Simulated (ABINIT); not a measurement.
Set up this calculation in ABINIT 10.8.3 (patched build), as the native input.

- Task: band structure
- Functional: PBEsol
- Potentials or basis: PseudoDojo NC SR PBEsol v0.4.1 standard
- Cutoff: 1252 eV
- k mesh: 12 × 12 × 4
- Occupations: fermi-dirac, width 0.05 eV
- Spin: no spin polarisation

Cu:

```
Cu
1.0
     2.53076    0.00000    0.00000
    -1.26538    2.19171    0.00000
     0.00000    0.00000    8.26182
Cu
4
Cartesian
  1.2654 0.7306 6.1964
  0.0000 0.0000 4.1309
  0.0000 1.4611 2.0655
  0.0000 0.0000 0.0000
```

This isn't the form of Cu at room conditions, which is fcc.

The input as run:

run.abi

```
ndtset 2

pp_dirpath "./"
pseudos "Cu.upf"

acell 3*1.0
rprim
     4.7824508965     0.0000000000     0.0000000000
    -2.3912254484     4.1417239687     0.0000000000
     0.0000000000     0.0000000000    15.6125677935
ntypat 1
znucl 29
natom 4
typat 1 1 1 1
xred
     0.6666666667     0.3333333333     0.7500000000
     0.0000000000     0.0000000000     0.5000000000
     0.3333333333     0.6666666667     0.2500000000
     0.0000000000     0.0000000000     0.0000000000

ecut 1251.723767 eV

ixc -116133

occopt 3
tsmear 0.05 eV

nstep 100

iomode 3
prtwf 0
prteig 0
prtebands 0
enunit 1
prtden1 1

kptopt1 1
ngkpt1 12 12 4
nshiftk1 1
shiftk1 0.0 0.0 0.0
nband1 46
tolvrs1 1.0e-10

iscf2 -2
getden2 1
nband2 52
nbdbuf2 4
tolwfr2 1.0e-11
kptopt2 -7
ndivsm2 6
prteig2 1
kptbounds2
     0.0000000000     0.0000000000     0.0000000000
     0.5000000000     0.0000000000     0.0000000000
     0.3333333333     0.3333333333     0.0000000000
     0.0000000000     0.0000000000     0.0000000000
     0.0000000000     0.0000000000     0.5000000000
     0.5000000000     0.0000000000     0.5000000000
     0.3333333333     0.3333333333     0.5000000000
     0.0000000000     0.0000000000     0.5000000000
```

Potentials or basis: PseudoDojo NC SR PBEsol v0.4.1 standard.

Launch:

```console
$ mpirun --bind-to none -np 4 abinit run.abi > log 2>&1
```

Results of the run:

| Property | Result |
| --- | --- |
| Pressure | -2.2 GPa |
| Band gap on the k mesh | none (metal or under the smearing width) |
| Valence electrons inside the program's atomic spheres | Cu 17.36 (radii [1.0584] Å) |

Wall time 5.2 min on 4 MPI ranks on Arm Neoverse V1, with other jobs on the host, peak memory 0.76 GiB a rank.
